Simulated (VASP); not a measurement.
Runs of VASP 6.6.1 on SiC (Moissanite 3C). It takes space group F-43m (No. 216, cubic). Conventional cell: a = 4.358 Å, b = 4.358 Å, c = 4.358 Å, α = 90.00°, β = 90.00°, γ = 90.00°. Around Si (site symmetry -43m) lie 4 C at 1.89 Å. C (site symmetry -43m) has 4 Si at 1.89 Å as nearest neighbours. 

```csv
task,level,cell,k mesh,cutoff (eV),grid for exact exchange (PRECFOCK),exchange at q = 0,share of exact exchange,gap on the mesh (eV),pressure (GPa)
band structure,PBE-EpsX,as given,6 × 6 × 6,520,Fast,truncated,0.1429,2.26,(a)
relaxation of cell and atoms,PBEsol,relaxed,10 × 10 × 10,600,-,-,-,1.23,0.0
band structure,PBE0,as given,6 × 6 × 6,520,Fast,truncated,-,2.96,-1.9
band structure,PBE,as given,6 × 6 × 6,520,Fast,-,-,(b),3.3
```

Alike in all rows: potentials or basis VASP PAW PBE potentials, release 64 (Si, C); no spin polarisation; smearing gaussian 0.03 eV.

Task: Estimate the missing entries.

Result: (a) 0.2; (b) 1.35.

Caveats: the PAW data sets were made with another functional, which shifts forces and pressure a little (some runs); the relaxation stopped at its first step, so nothing moved (some runs).

A k mesh can miss the band edges.
